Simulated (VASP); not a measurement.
**ZnS in VASP: one cell, several levels of theory**

Aim: gap, levels, forces and stress of zincblende ZnS, under +1.0 % biaxial strain in the (111) plane, free along [111] at fixed geometry. Runs: PBE, r2SCAN.

The runs shown are made with VASP 6.6.1. PAW datasets, plane waves. The values are computed, spin-unpolarised, and not measurements.

## (1) The structure to begin with

The cell comes from an earlier relaxation with r2SCAN in another program, then strained, with the atoms relaxed again.

Space group R3m (No. 160), trigonal; conventional cell a = 3.848 Å, c = 9.281 Å, 19.84 Å³ an atom. Near Zn stand 4 S at 2.34–2.35 Å; near S stand 4 Zn at 2.34–2.35 Å.

The structure in full:

```xyz
2
Lattice="-0.0279 2.6931 2.6931 2.6931 -0.0279 2.6931 2.6931 2.6931 -0.0279" Properties=species:S:1:pos:R:3 pbc="T T T"
Zn   -0.0047   -0.0047   -0.0047
S     1.3443    1.3443    1.3443
```

## (2) PBE

The input, INCAR:

```
ENCUT = 520.000000
SIGMA = 0.020000
EDIFF = 1.00e-07
GGA = PE
PREC = Accurate
IBRION = -1
ISIF = 2
ISMEAR = -1
NBANDS = 16
NELM = 120
NSW = 0
LASPH = .TRUE.
LCHARG = .TRUE.
LELF = .TRUE.
LWAVE = .FALSE.
LREAL = .FALSE.
```

The input, KPOINTS:

```
KPOINTS created by Atomic Simulation Environment
0
Gamma
8 8 8
0 0 0
```

The input, KPOINTS_OPT:

```
special points
6
Reciprocal
0.0000000000 0.0000000000 0.0000000000 1
-0.5000000000 -0.5000000000 0.0000000000 1
-0.3750000000 -0.3750000000 0.2500000000 1
-0.3750000000 0.0000000000 0.3750000000 1
0.0000000000 0.0000000000 0.5000000000 1
-0.5000000000 -0.2500000000 0.2500000000 1
```

The input, POSCAR:

```
Zn S
 1.0000000000000000
    -0.0279060827000000    2.6931206072000000    2.6931206072000000
     2.6931206072000000   -0.0279060827000000    2.6931206072000000
     2.6931206072000000    2.6931206072000000   -0.0279060827000000
 Zn  S
   1   1
Cartesian
 -0.0047017925859801 -0.0047017925859801 -0.0047017925859801
  1.3442855755109802  1.3442855755109799  1.3442855755109799
```

Potentials: the recommended PBE PAW datasets, 18 valence electrons in the neutral cell.

Run with:

```bash
$ mpirun -np 1 vasp_std
```

Printed to the terminal (iteration lines stand in OSZICAR):

```text
POSCAR found type information on POSCAR ZnS
 POSCAR found :  2 types and       2 ions
 LDA part: xc-table for (Slater+PW92), standard interpolation
 POSCAR, INCAR and KPOINTS ok, starting setup
 FFT: planning ... GRIDC
 FFT: planning ... GRID_SOFT
 FFT: planning ... GRID
 WAVECAR not read
 entering main loop
 Start KPOINTS_OPT (optional k-point list driver)
k-point batch [1-6\6]
```

OSZICAR:

```text
N       E                     dE             d eps       ncg     rms          rms(c)
DAV:   1     0.887501287186E+02    0.88750E+02   -0.90628E+03  2080   0.135E+03
DAV:   2    -0.141390121224E+01   -0.90164E+02   -0.84486E+02  2368   0.256E+02
DAV:   3    -0.721401911497E+01   -0.58001E+01   -0.57754E+01  2632   0.640E+01
DAV:   4    -0.727429461443E+01   -0.60275E-01   -0.60266E-01  2504   0.680E+00
DAV:   5    -0.727502971023E+01   -0.73510E-03   -0.73507E-03  2680   0.714E-01    0.681E+00
DAV:   6    -0.686774723582E+01    0.40728E+00   -0.73481E-01  3136   0.299E+01    0.533E+00
DAV:   7    -0.684769432137E+01    0.20053E-01   -0.25003E-01  2536   0.448E+00    0.270E+00
DAV:   8    -0.684697591667E+01    0.71840E-03   -0.50633E-03  2672   0.840E-01    0.705E-01
DAV:   9    -0.684722747929E+01   -0.25156E-03   -0.12295E-03  2520   0.280E-01    0.999E-02
DAV:  10    -0.684739992572E+01   -0.17245E-03   -0.23530E-04  2520   0.133E-01    0.519E-02
DAV:  11    -0.684739095966E+01    0.89661E-05   -0.33673E-05  2440   0.758E-02    0.793E-03
DAV:  12    -0.684739157647E+01   -0.61681E-06   -0.40236E-06  2864   0.209E-02    0.494E-03
DAV:  13    -0.684739171923E+01   -0.14275E-06   -0.76637E-07  2576   0.737E-03    0.278E-03
DAV:  14    -0.684739171098E+01    0.82409E-08   -0.44859E-08  2024   0.191E-03
   1 F= -.68473917E+01 E0= -.68473917E+01  d E =-.209994E-10
       N       E                     dE             ncg
DAV:   1     0.228040263655E+04   -0.32048E+04      192
DAV:   2     0.172094187518E+04   -0.55946E+03      216
DAV:   3     0.168606736411E+04   -0.34875E+02      240
DAV:   4     0.168573245526E+04   -0.33491E+00      240
DAV:   5     0.168572880917E+04   -0.36461E-02      232
DAV:   6     0.168572874177E+04   -0.67407E-04      240
DAV:   7     0.168572874025E+04   -0.15131E-05      248
DAV:   8     0.168572874022E+04   -0.32327E-07      192
```

The lines after F= are the extra pass for the points of KPOINTS_OPT, at fixed density; their E is not a total energy.

Parts of OUTCAR:

```text
k-points           NKPTS =     65   k-points in BZ     NKDIM =     65   number of bands    NBANDS=     16

   NELECT =      18.0000    total number of electrons

   dimension x,y,z NGX =    28 NGY =   28 NGZ =   28
   dimension x,y,z NGXF=    56 NGYF=   56 NGZF=   56

  energy-cutoff  :      520.00
  volume of cell :       39.67
      direct lattice vectors                 reciprocal lattice vectors
    -0.027906083  2.693120607  2.693120607    -0.182797182  0.184711157  0.184711157
     2.693120607 -0.027906083  2.693120607     0.184711157 -0.182797182  0.184711157
     2.693120607  2.693120607 -0.027906083     0.184711157  0.184711157 -0.182797182

 k-points in reciprocal lattice and weights: KPOINTS created by Atomic Simulation Env
   0.00000000  0.00000000  0.00000000       0.002
   0.12500000  0.00000000  0.00000000       0.012
   0.25000000  0.00000000  0.00000000       0.012
   0.37500000  0.00000000  0.00000000       0.012
   0.50000000  0.00000000  0.00000000       0.006
   0.12500000  0.12500000  0.00000000       0.012
   0.25000000  0.12500000  0.00000000       0.023
   0.37500000  0.12500000  0.00000000       0.023
[... 57 more k-points ...]

 E-fermi :   2.4685

 k-point     1 :       0.0000    0.0000    0.0000
  band No.  band energies     occupation
      1     -11.0460      2.00000
      2      -4.2642      2.00000
      3      -4.2642      2.00000
      4      -4.2556      2.00000
      5      -3.7701      2.00000
      6      -3.7701      2.00000
      7       2.0296      2.00000
      8       2.0296      2.00000
      9       2.1057      2.00000
     10       4.1410      0.00000
     11       8.3898      0.00000
     12       8.3898      0.00000
     13       8.5972      0.00000
     14      13.8129      0.00000
     15      13.8129      0.00000
     16      13.8971      0.00000

 k-point     2 :       0.1250    0.0000    0.0000
  band No.  band energies     occupation
      1     -10.9315      2.00000
      2      -4.2617      2.00000
      3      -4.2431      2.00000
      4      -4.2360      2.00000
      5      -3.7720      2.00000
      6      -3.7712      2.00000
      7       0.9235      2.00000
      8       1.8859      2.00000
      9       1.9538      2.00000
     10       4.9701      0.00000
     11       8.3272      0.00000
     12       8.6466      0.00000
     13       8.8173      0.00000
     14      13.2070      0.00000
     15      13.2606      0.00000
     16      14.6887      0.00000

 k-point     3 :       0.2500    0.0000    0.0000
  band No.  band energies     occupation
      1     -10.6326      2.00000
      2      -4.2141      2.00000
      3      -4.1966      2.00000
      4      -4.1912      2.00000
      5      -3.7700      2.00000
      6      -3.7669      2.00000
      7      -0.7845      2.00000
      8       1.5724      2.00000
      9       1.6386      2.00000
     10       5.5375      0.00000
     11       8.9434      0.00000
     12       9.0414      0.00000
     13       9.1717      0.00000
     14      12.9627      0.00000
     15      13.1135      0.00000
     16      14.2786      0.00000

 k-point     4 :       0.3750    0.0000    0.0000
  band No.  band energies     occupation
      1     -10.2936      2.00000
      2      -4.1591      2.00000
      3      -4.1583      2.00000
      4      -3.9967      2.00000
      5      -3.7550      2.00000
      6      -3.7495      2.00000
      7      -2.2930      2.00000
      8       1.2925      2.00000
      9       1.3570      2.00000
     10       5.4689      0.00000
     11       9.0607      0.00000
     12       9.1249      0.00000
     13      10.2798      0.00000
     14      13.9091      0.00000
     15      14.0099      0.00000
     16      14.2455      0.00000

 k-point     5 :       0.5000    0.0000    0.0000
  band No.  band energies     occupation
      1     -10.1381      2.00000
      2      -4.1471      2.00000
      3      -4.1471      2.00000
      4      -3.7440      2.00000
      5      -3.7390      2.00000
      6      -3.5749      2.00000
      7      -3.2074      2.00000
      8       1.1836      2.00000
      9       1.2475      2.00000
     10       5.3936      0.00000
     11       8.9883      0.00000
     12       9.0442      0.00000
     13      10.8969      0.00000
     14      14.2087      0.00000
     15      15.3056      0.00000
     16      15.5383      0.00000

 k-point     6 :       0.1250    0.1250    0.0000
  band No.  band energies     occupation
      1     -10.8918      2.00000
      2      -4.2805      2.00000
      3      -4.2250      2.00000
      4      -4.2201      2.00000
      5      -3.7863      2.00000
      6      -3.7592      2.00000
      7       0.9862      2.00000
      8       1.6185      2.00000
      9       1.6850      2.00000
     10       5.3214      0.00000
     11       7.7472      0.00000
     12       9.0270      0.00000
     13       9.1437      0.00000
     14      12.1418      0.00000
     15      14.0135      0.00000
     16      15.1905      0.00000

 k-point     7 :       0.2500    0.1250    0.0000
  band No.  band energies     occupation
      1     -10.6523      2.00000
      2      -4.2711      2.00000
      3      -4.1754      2.00000
      4      -4.1720      2.00000
      5      -3.7940      2.00000
      6      -3.7489      2.00000
      7      -0.3097      2.00000
      8       1.2975      2.00000
      9       1.3530      2.00000
     10       6.0770      0.00000
     11       7.5995      0.00000
     12       9.4447      0.00000
     13       9.6918      0.00000
     14      11.7680      0.00000
     15      14.0170      0.00000
     16      15.7169      0.00000

 k-point     8 :       0.3750    0.1250    0.0000
  band No.  band energies     occupation
      1     -10.3214      2.00000
      2      -4.1911      2.00000
      3      -4.1310      2.00000
      4      -4.0730      2.00000
      5      -3.7687      2.00000
      6      -3.7366      2.00000
      7      -1.7890      2.00000
      8       0.9274      2.00000
      9       1.0522      2.00000
     10       6.1651      0.00000
     11       8.3080      0.00000
     12       9.6076      0.00000
     13       9.7801      0.00000
     14      12.9451      0.00000
     15      14.7891      0.00000
     16      15.1298      0.00000

 k-point     9 :       0.5000    0.1250    0.0000
  band No.  band energies     occupation
      1     -10.0972      2.00000
      2      -4.1491      2.00000
      3      -4.1161      2.00000
      4      -3.8274      2.00000
      5      -3.7370      2.00000
      6      -3.6096      2.00000
      7      -2.9140      2.00000
      8       0.5817      2.00000
      9       1.0091      2.00000
     10       6.0951      0.00000
     11       8.4512      0.00000
     12       9.5545      0.00000
     13      10.6992      0.00000
     14      14.0058      0.00000
     15      15.4431      0.00000
     16      15.5396      0.00000

 k-point    10 :      -0.3750    0.1250   -0.0000
  band No.  band energies     occupation
      1     -10.1514      2.00000
      2      -4.1446      2.00000
      3      -4.1279      2.00000
      4      -3.8698      2.00000
      5      -3.7597      2.00000
      6      -3.7060      2.00000
      7      -2.5960      2.00000
      8       0.4550      2.00000
      9       1.2130      2.00000
     10       6.1509      0.00000
     11       8.6232      0.00000
     12       9.4174      0.00000
     13      10.5116      0.00000
     14      13.7775      0.00000
     15      14.6803      0.00000
     16      15.8012      0.00000

 k-point    11 :      -0.2500    0.1250   -0.0000
  band No.  band energies     occupation
      1     -10.4392      2.00000
      2      -4.1743      2.00000
      3      -4.1632      2.00000
      4      -4.1412      2.00000
      5      -3.7836      2.00000
      6      -3.7425      2.00000
      7      -1.3140      2.00000
      8       0.6358      2.00000
      9       1.5666      2.00000
     10       6.2358      0.00000
     11       8.7847      0.00000
     12       9.2525      0.00000
     13       9.3478      0.00000
     14      12.4017      0.00000
     15      14.3491      0.00000
     16      15.3946      0.00000

 k-point    12 :      -0.1250    0.1250    0.0000
  band No.  band energies     occupation
      1     -10.7560      2.00000
      2      -4.2534      2.00000
      3      -4.2129      2.00000
      4      -4.1987      2.00000
      5      -3.7844      2.00000
      6      -3.7592      2.00000
      7       0.0581      2.00000
      8       1.1947      2.00000
      9       1.8814      2.00000
     10       5.7741      0.00000
     11       8.1632      0.00000
     12       8.9576      0.00000
     13       9.2486      0.00000
     14      12.3376      0.00000
     15      13.4154      0.00000
     16      15.7540      0.00000

[... the tables of k-points 13 to 65 left out ...]

  Total        0.3320786      0.3320786      0.3320786      0.1217856      0.1217856      0.1217856
  in kB       13.4108423     13.4108423     13.4108423      4.9182558      4.9182558      4.9182558
  external PRESSURE =      13.4108423 kB  Pullay stress =       0.0000000 kB

 POSITION                                       TOTAL-FORCE (eV/Angst)
 -----------------------------------------------------------------------------------
      5.35363      5.35363      5.35363        -0.004270     -0.004270     -0.004270
      1.34429      1.34429      1.34429         0.004270      0.004270      0.004270
 -----------------------------------------------------------------------------------
    total drift:                                0.000042      0.000042      0.000042

  FREE ENERGIE OF THE ION-ELECTRON SYSTEM (eV)
  ---------------------------------------------------
  free  energy   TOTEN  =        -6.8473917110 eV

  energy  without entropy=       -6.8473917110  energy(sigma->0) =       -6.84739171
```

Wall time 29 s (1 MPI rank of Intel Xeon Platinum 8488C, shared host); peak memory 0.21 GiB.

The levels at the points of KPOINTS_OPT are read from vasprun.xml.

Levels at the named points, in eV from the top of band v (v: the last filled band by count, c: the next):

```csv
point,v−1,v,c,c+1
Γ,-0.08,0.00,2.04,6.28
X,-2.30,-2.19,3.36,4.04
U,-3.11,-1.88,4.01,5.99
K,-3.15,-1.79,4.16,5.81
L,-0.92,-0.86,3.29,6.88
W,-2.78,-2.73,5.64,5.97
```

Gap with PBE: 2.04 eV, direct (Γ). The pressure is 1.34 GPa; the forces vanish within 0.01 eV/Å.

The maps below are laid out on this run's own conventional cell (a, b, c = 3.848, 3.848, 9.281 Å).

Density in a lattice plane of the grid's cell (edges 3.85 and 9.28 Å, at 0.333 of the third edge), which holds Zn and S.

Ten even steps from '0' (0.02 e/Å³) to '9' (15.21 e/Å³):
```
0000000000
0000000000
0000000000
0000000000
0000000000
0000000000
0000000000
0000000000
0000000000
0000000000
0000000000
0000001100
0000017930
0000005720
0000000000
0000000000
0000000000
0000000000
0000000000
0000000000
```
Columns run along the first of these edges and rows up along the second, over one cell in 10 and 20 even steps from the bottom left corner. Atoms in the plane (fractional): Zn at (0.67, 0.33), S at (0.67, 0.58).

ELF in the same plane.

Ten even steps from ' ' (0.01) to '@' (0.89):
```
++******==..      --
**%%%%##==..      --
==****++::        ..
..----::            
........  ..::::....
::......--**%%%%##++
==....::##@@@@%%@@%%
**....==@@@@++==%%@@
**....==%%@@##**%%@@
--    ::**@@@@@@@@##
..      ::========--
..........::....::..
::====--::..      ::
++####**::..      ::
**##%%##--::::::::::
++******--........::
::------..        ..
........            
..::::....        ..
--------::..      ::
```
Columns run along the first of these edges and rows up along the second, over one cell in 10 and 20 even steps from the bottom left corner. Atoms in the plane (fractional): Zn at (0.67, 0.33), S at (0.67, 0.58).

Both are smooth fields of the valence electrons: close to the nuclei they are not physical.

Outside the cores ELF peaks at 0.90 on the S–Zn line, 0.8 Å from S.

[end of part 1 of 2]
